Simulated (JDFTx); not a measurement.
# LiH (Fm-3m) in JDFTx: further runs

One crystal, LiH, is run at these levels: LDA; tasks: equation of state.

All numbers are computed with JDFTx 1.7.0 (patched build); they aren't measurements. Logs are shortened: lines on timing, memory, paths and dates and some standing lists are left out, and cuts for length are marked. The log counts tension as positive stress, the text compression.

## 1. Starting point

Symmetry: Fm-3m, No. 225, cubic system. Conventional cell: a = 4.074 Å, b = 4.074 Å, c = 4.074 Å, α = 90.00°, β = 90.00°, γ = 90.00°. Li (site symmetry m-3m) has 6 H at 2.04 Å as nearest neighbours. Around H (site symmetry m-3m) lie 6 Li at 2.04 Å.

## 2. Equation of state, LDA, 7.94 Å³/atom (volume scaled by 0.94)

LiH.in

```
lattice Face-Centered Cubic 7.5406573291
coords-type Lattice
ion Li     0.0000000000     0.0000000000     0.0000000000 1
ion H      0.5000000000     0.5000000000     0.5000000000 1

ion-species pseudo/Li.upf
ion-species pseudo/H.upf
elec-cutoff 37 296
elec-ex-corr lda-PW
kpoint-folding 11 11 11
elec-smearing Fermi 0.0018374661
elec-n-bands 7
electronic-SCF nIterations 100 energyDiffThreshold 1e-09
electronic-minimize nIterations 30 energyDiffThreshold 1e-7
forces-output-coords Cartesian

dump-name run.$VAR
dump End Ecomponents EigStats BandEigs Kpoints Forces Stress
```

Potentials or basis: PseudoDojo-SR-LDA-0.4.1-standard with smoothed tails.

Launch:

```sh
> jdftx -c 1 -i LiH.in -o LiH.out
```

Output:

```text
*************** JDFTx 1.7.0 (patched build) ***************

[... 9 lines left out ...]
---------- Initializing the Grid ----------
R =
[            0      3.77033      3.77033  ]
[      3.77033            0      3.77033  ]
[      3.77033      3.77033            0  ]
unit cell volume = 107.193
G =
[  -0.833241   0.833241   0.833241  ]
[   0.833241  -0.833241   0.833241  ]
[   0.833241   0.833241  -0.833241  ]
Minimum fftbox size, Smin = [  44  44  44  ]
Chosen fftbox size, S = [  48  48  48  ]

---------- Initializing tighter grid for wavefunction operations ----------
R =
[            0      3.77033      3.77033  ]
[      3.77033            0      3.77033  ]
[      3.77033      3.77033            0  ]
unit cell volume = 107.193
G =
[  -0.833241   0.833241   0.833241  ]
[   0.833241  -0.833241   0.833241  ]
[   0.833241   0.833241  -0.833241  ]
Minimum fftbox size, Smin = [  32  32  32  ]
Chosen fftbox size, S = [  32  32  32  ]

---------- Exchange Correlation functional ----------
Initalized Slater LDA exchange.
Initalized Perdew-Wang LDA correlation.

---------- Setting up pseudopotentials ----------
Width of ionic core gaussian charges (only for fluid interactions / plotting) set to 0

Reading pseudopotential file 'pseudo/Li.upf':
  'Li' pseudopotential, 'SLA  PW   NOGX NOGC' functional
  Generated using ONCVPSP code by D. R. Hamann
  3 valence electrons, 2 orbitals, 4 projectors, 1001 radial grid points, with lMax = 1
    1S    l: 0   occupation:  2.0   eigenvalue: -1.878377
    2S    l: 0   occupation:  1.0   eigenvalue: -0.105608
  Core radius for overlap checks: 1.34 bohrs.

Reading pseudopotential file 'pseudo/H.upf':
  'H' pseudopotential, 'SLA  PW   NOGX NOGC' functional
  Generated using ONCVPSP code by D. R. Hamann
  1 valence electrons, 1 orbitals, 3 projectors, 1001 radial grid points, with lMax = 1
    1S    l: 0   occupation:  1.0   eigenvalue: -0.233459
  Core radius for overlap checks: 0.96 bohrs.

Initialized 2 species with 2 total atoms.

Folded 1 k-points by 11x11x11 to 1331 k-points.

---------- Setting up k-points, bands, fillings ----------
Reduced to 56 k-points under symmetry.
Computing the number of bands and number of electrons
Calculating initial fillings.
nElectrons:   4.000000   nBands: 7   nStates: 56

----- Setting up reduced wavefunction bases (one per k-point) -----
average nbasis = 1151.941 , ideal nbasis = 1152.296

---------- Setting up ewald sum ----------
Optimum gaussian width for ewald sums = 1.712418 bohr.
Real space sum over 1331 unit cells with max indices [  5  5  5  ]
Reciprocal space sum over 2197 terms with max indices [  6  6  6  ]

---------- Allocating electronic variables ----------
Initializing wave functions:  linear combination of atomic orbitals
Note: number of bands (7) exceeds available atomic orbitals (3)
Li pseudo-atom occupations:   s ( 2 1 )
H pseudo-atom occupations:   s ( 1 )
	FillingsUpdate:  mu: +0.100000000  nElectrons: 4.000000
LCAOMinimize: Iter:   0  F: -7.7050570335888633  |grad|_K:  2.117e-03  alpha:  1.000e+00
	FillingsUpdate:  mu: +0.089469450  nElectrons: 4.000000
LCAOMinimize: Iter:   1  F: -7.7096113226183283  |grad|_K:  2.428e-05  alpha:  7.410e-01  linmin:  1.594e-02  cgtest: -1.209e-03
	FillingsUpdate:  mu: +0.089508919  nElectrons: 4.000000
LCAOMinimize: Iter:   2  F: -7.7096120698760453  |grad|_K:  5.054e-07  alpha:  9.234e-01  linmin: -2.042e-02  cgtest:  8.996e-02
LCAOMinimize: Encountered beta<0, resetting CG.
	FillingsUpdate:  mu: +0.089507287  nElectrons: 4.000000
LCAOMinimize: Iter:   3  F: -7.7096120702166786  |grad|_K:  5.094e-08  alpha:  9.720e-01  linmin: -7.882e-04  cgtest:  3.824e-03
LCAOMinimize: Converged (|Delta F|<1.000000e-06 for 2 iters).

-------- Electronic minimization -----------
Will mix electronic density at each iteration.
	FillingsUpdate:  mu: +0.089507287  nElectrons: 4.000000
	FillingsUpdate:  mu: +0.080158085  nElectrons: 4.000000
SCF: Cycle:  0   F: -7.724496897036472   dF: -1.488e-02   |Residual|: 2.326e-02   |deigs|: 5.832e-01
	FillingsUpdate:  mu: +0.077339915  nElectrons: 4.000000
SCF: Cycle:  1   F: -7.724718516768014   dF: -2.216e-04   |Residual|: 1.046e-02   |deigs|: 7.157e-03
	FillingsUpdate:  mu: +0.075226695  nElectrons: 4.000000
SCF: Cycle:  2   F: -7.724764603965226   dF: -4.609e-05   |Residual|: 2.637e-03   |deigs|: 3.327e-03
	FillingsUpdate:  mu: +0.075158754  nElectrons: 4.000000
SCF: Cycle:  3   F: -7.724765069769916   dF: -4.658e-07   |Residual|: 4.105e-04   |deigs|: 7.617e-04
	FillingsUpdate:  mu: +0.075196969  nElectrons: 4.000000
SCF: Cycle:  4   F: -7.724765113623699   dF: -4.385e-08   |Residual|: 6.431e-05   |deigs|: 4.023e-04
	FillingsUpdate:  mu: +0.075202322  nElectrons: 4.000000
SCF: Cycle:  5   F: -7.724765116106499   dF: -2.483e-09   |Residual|: 2.171e-05   |deigs|: 2.855e-04
	FillingsUpdate:  mu: +0.075202102  nElectrons: 4.000000
SCF: Cycle:  6   F: -7.724765116295442   dF: -1.889e-10   |Residual|: 5.448e-06   |deigs|: 2.097e-04
	FillingsUpdate:  mu: +0.075202349  nElectrons: 4.000000
SCF: Cycle:  7   F: -7.724765116303080   dF: -7.637e-12   |Residual|: 2.093e-06   |deigs|: 1.549e-04
SCF: Converged (|Delta E|<1.000000e-09 for 2 iters).

Setting wave functions to eigenvectors of Hamiltonian

# Stress tensor in Cartesian coordinates [Eh/a0^3]:
[  7.78925e-05            0            0  ]
[            0  7.78925e-05            0  ]
[            0            0  7.78925e-05  ]

# Ionic positions in lattice coordinates:
ion Li   0.000000000000000   0.000000000000000   0.000000000000000 1
ion H   0.500000000000000   0.500000000000000   0.500000000000000 1

# Forces in Cartesian coordinates:
force Li   0.000000000000000  -0.000000000000000   0.000000000000000 1
force H   0.000000000000000  -0.000000000000000   0.000000000000000 1

# Energy components:
   Eewald =       -3.4736373610332927
       EH =        1.5899940664917436
     Eloc =       -5.0036016949719206
      Enl =       -4.5796013326684140
      Exc =       -1.9508527266758029
       KE =        5.6929339325546078
-------------------------------------
     Etot =       -7.7247651163030788
       TS =        0.0000000000000013
-------------------------------------
        F =       -7.7247651163030797

IonicMinimize: Iter:   0  F: -7.724765116303080  |grad|_K:        nan
IonicMinimize: None of the convergence criteria satisfied after 0 iterations.

#--- Lowdin population analysis ---
# oxidation-state Li +0.632
# oxidation-state H -0.574

Dumping 'run.eigStats' ...
	eMin: -1.570239 at state 0 ( [ +0.000000 +0.000000 +0.000000 ] spin 0 )
	HOMO: +0.023897 at state 35 ( [ +0.000000 +0.454545 -0.454545 ] spin 0 )
	mu  : +0.075202
	LUMO: +0.127120 at state 35 ( [ +0.000000 +0.454545 -0.454545 ] spin 0 )
	eMax: +0.939240 at state 28 ( [ +0.000000 +0.272727 -0.363636 ] spin 0 )
	HOMO-LUMO gap: +0.103224
	Optical gap  : +0.103224 at state 35 ( [ +0.000000 +0.454545 -0.454545 ] spin 0 )
Done!
[note: mu as printed may lie anywhere between the filled and the empty levels]
```

Wall time 11 s (1 thread of Arm Neoverse V2, shared host); peak memory 0.05 GiB.

What came out:

* Free energy: -210.2016 eV
* Pressure: -2.3 GPa
* Band gap on the k mesh: 2.81 eV, direct
* Loewdin charges: Li +0.63; H -0.57 e

Caveat: an odd mesh through Γ misses points on the zone boundary, where band edges often lie.

## 3. Equation of state, LDA, 8.11 Å³/atom (volume scaled by 0.96)

LiH.in, as its differences from that of step 2:

```diff
@@ -1,2 +1,2 @@
-lattice Face-Centered Cubic 7.5406573291
+lattice Face-Centered Cubic 7.5937622997
 coords-type Lattice
```

Potentials or basis: PseudoDojo-SR-LDA-0.4.1-standard with smoothed tails.

Launch:

```sh
> jdftx -c 1 -i LiH.in -o LiH.out
```

Run time: 11 s. Hardware: 1 thread of Arm Neoverse V2, shared host; peak memory 0.05 GiB.

Results (log left out):

```
Free energy            : -210.1961 eV
Pressure               : -3.0 GPa
Band gap on the k mesh : 2.82 eV, direct
Loewdin charges        : Li +0.63; H -0.57 e
```

Caveat: an odd mesh through Γ misses points on the zone boundary, where band edges often lie.

## 4. Equation of state, LDA, 8.28 Å³/atom (volume scaled by 0.98)

LiH.in, as its differences from that of step 3:

```diff
@@ -1,2 +1,2 @@
-lattice Face-Centered Cubic 7.5937622997
+lattice Face-Centered Cubic 7.6461347288
 coords-type Lattice
```

Launch:

```sh
> jdftx -c 1 -i LiH.in -o LiH.out
```

It took 11 s on 1 thread of Arm Neoverse V2, shared host; peak memory 0.05 GiB.

The run converged. Its results:

```
Free energy            : -210.1893 eV
Pressure               : -3.6 GPa
Band gap on the k mesh : 2.84 eV, direct
Loewdin charges        : Li +0.63; H -0.57 e
```

Caveat: an odd mesh through Γ misses points on the zone boundary, where band edges often lie.

## 5. Equation of state, LDA, 8.45 Å³/atom

LiH.in, as its differences from that of step 4:

```diff
@@ -1,2 +1,2 @@
-lattice Face-Centered Cubic 7.6461347288
+lattice Face-Centered Cubic 7.6977993687
 coords-type Lattice
```

Launch:

```sh
> jdftx -c 1 -i LiH.in -o LiH.out
```

Run time: 11 s. Hardware: 1 thread of Arm Neoverse V2, shared host; peak memory 0.05 GiB.

The run converged. Its results:

| Property | Result |
| --- | --- |
| Free energy | -210.1813 eV |
| Pressure | -4.1 GPa |
| Band gap on the k mesh | 2.85 eV, direct |
| Loewdin charges | Li +0.62; H -0.57 e |

Caveat: an odd mesh through Γ misses points on the zone boundary, where band edges often lie.

## 6. Equation of state, LDA, 8.62 Å³/atom (volume scaled by 1.02)

LiH.in, as its differences from that of step 5:

```diff
@@ -1,2 +1,2 @@
-lattice Face-Centered Cubic 7.6977993687
+lattice Face-Centered Cubic 7.7487796581
 coords-type Lattice
```

Potentials or basis: PseudoDojo-SR-LDA-0.4.1-standard with smoothed tails.

Launch:

```sh
> jdftx -c 1 -i LiH.in -o LiH.out
```

Run time: 11 s. Hardware: 1 thread of Arm Neoverse V2, shared host; peak memory 0.05 GiB.

The run converged. Its results:

* Free energy: -210.1722 eV
* Pressure: -4.6 GPa
* Band gap on the k mesh: 2.86 eV, direct
* Loewdin charges: Li +0.62; H -0.56 e

Caveat: an odd mesh through Γ misses points on the zone boundary, where band edges often lie.

## 7. Equation of state, LDA, 8.79 Å³/atom (volume scaled by 1.04)

LiH.in, as its differences from that of step 6:

```diff
@@ -1,2 +1,2 @@
-lattice Face-Centered Cubic 7.7487796581
+lattice Face-Centered Cubic 7.7990978190
 coords-type Lattice
```

Launch:

```sh
> jdftx -c 1 -i LiH.in -o LiH.out
```

It took 12 s on 1 thread of Arm Neoverse V2, shared host; peak memory 0.05 GiB.

Results (log left out):

- Free energy: -210.1620 eV
- Pressure: -5.1 GPa
- Band gap on the k mesh: 2.87 eV, direct
- Loewdin charges: Li +0.62; H -0.56 e

Caveat: an odd mesh through Γ misses points on the zone boundary, where band edges often lie.

## 8. Equation of state, LDA, 8.96 Å³/atom (volume scaled by 1.06)

LiH.in, as its differences from that of step 7:

```diff
@@ -1,2 +1,2 @@
-lattice Face-Centered Cubic 7.7990978190
+lattice Face-Centered Cubic 7.8487749408
 coords-type Lattice
```

Launch:

```sh
> jdftx -c 1 -i LiH.in -o LiH.out
```

Run time: 13 s. Hardware: 1 thread of Arm Neoverse V2, shared host; peak memory 0.05 GiB.

The run converged. Its results:

```yaml
Free_energy: -210.1510 eV
Pressure: -5.5 GPa
Band_gap_on_the_k_mesh: 2.88 eV, direct
Loewdin_charges: Li +0.62; H -0.56 e
```

Caveat: an odd mesh through Γ misses points on the zone boundary, where band edges often lie.

## 9. Equation of state, LDA

Potentials or basis: PseudoDojo-SR-LDA-0.4.1-standard with smoothed tails.

This step only gathers the single runs of the series.

What came out:

```
Equilibrium volume : 7.47 Å³/atom (rough: see the caveat)
Bulk modulus       : 41 GPa (rough)
```

Energy against volume, from the lowest point:
| volume (Å³/atom) | energy (meV/atom) |
| --- | --- |
| 7.942 | 0.00 |
| 8.111 | 2.73 |
| 8.280 | 6.13 |
| 8.449 | 10.14 |
| 8.618 | 14.70 |
| 8.787 | 19.76 |
| 8.956 | 25.28 |

Caveat: the minimum lies outside the volumes run.
